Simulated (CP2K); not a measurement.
Crystal: LiCl.

```
Cl Li
1.0
     3.62713    0.00000    0.00000
     1.81357    3.14119    0.00000
     1.81357    1.04706    2.96154
Cl Li
1 1
Direct
  0.50000 0.50000 0.50000
  0.00000 0.00000 0.00000
```

Base run:

- Program: CP2K 2026.2
- Functional: PBEsol
- Potentials or basis: POTENTIAL_UZH Cl GTH-PBE-q7, Li GTH-PBE-q3; TZVP-MOLOPT-PBE-GTH basis
- Density cutoff: 6123 eV
- k mesh: 9 × 9 × 9
- Occupations: fermi-dirac, width 0.05 eV
- Spin: no spin polarisation

Its results: band gap on the k mesh 6.09 eV, direct.

Task: The run is repeated on the same cell with these changes: functional from PBEsol to TB-mBJ; density cutoff from 6123 eV to 9184 eV; cutoff of the grids from 450 Ry to 675 Ry. What comes out?

Result: Band gap on the k mesh 6.97 eV, direct.

Caveats: the basis of atomic orbitals isn't converged, which shifts pressures, moduli and gaps; this is a model potential without an energy functional, so only levels have meaning (some runs).

Not every run made on this cell is shown here.
